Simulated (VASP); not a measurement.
Wanted: the native input for a VASP 6.6.1 run.

* Task: single point
* Functional: optB86b-vdW
* Potentials or basis: VASP PAW PBE potentials, release 64 (Ag)
* Cutoff: 400 eV
* k mesh: 1 × 1 × 1
* Occupations: gaussian, width 0.01 eV
* Spin: collinear spin, ferromagnetic start
* Starting moments: [0.5] μB
* Fixed moment: 1 μB
* Further INCAR settings: ALGO = Fast; EDIFF = 1e-07; NBANDS = 16; ISYM = 0

The structure of Ag lies in POSCAR:

```
Ag                                      
1.0
   10.5000000000      0.0000000000      0.0000000000
    0.0000000000     11.0000000000      0.0000000000
    0.0000000000      0.0000000000     11.5000000000
  Ag            
     1
Selective dynamics
Direct
     0.5000000000000000    0.5045454544999970    0.5000000000000000   F   F   F
```

The input as run:

INCAR

```
SYSTEM = Ag
PREC = Accurate
ENCUT = 400
EDIFF = 1E-7
ISMEAR = 0
SIGMA = 0.01
LREAL = .False.
LASPH = .True.
NELM = 60
ALGO = Fast
ISIF = 2
LWAVE = .False.
LCHARG = .False.
ISPIN = 2
MAGMOM = 0.5
LORBIT = 11
NUPDOWN = 1
LMAXMIX = 4
GGA = MK
LUSE_VDW = .True.
AGGAC = 0.0
PARAM1 = 0.1234
PARAM2 = 1.0
NBANDS = 16
ISYM = 0
```

KPOINTS

```
Automatic mesh
0
Gamma
  1 1 1
  0 0 0
```

Potentials or basis: VASP PAW PBE potentials, release 64 (Ag).

Run with:

```sh
$ cat potpaw_PBE.64/Ag/POTCAR > POTCAR
$ mpirun -np 4 vasp_gam > vasp.out
```

It gave:

```yaml
Net_moment: 1.00 μB per cell
Site_moments: Ag +0.34 μB
Valence_electrons_inside_the_program's_atomic_spheres: Ag 9.70
```

Caveat: the total moment is fixed, so each spin has its own Fermi level.

Run time: 3.6 min on 4 MPI ranks on Intel(R) Xeon(R) 6975P-C (Granite Rapids), on a shared host, peak memory 0.86 GiB a rank.
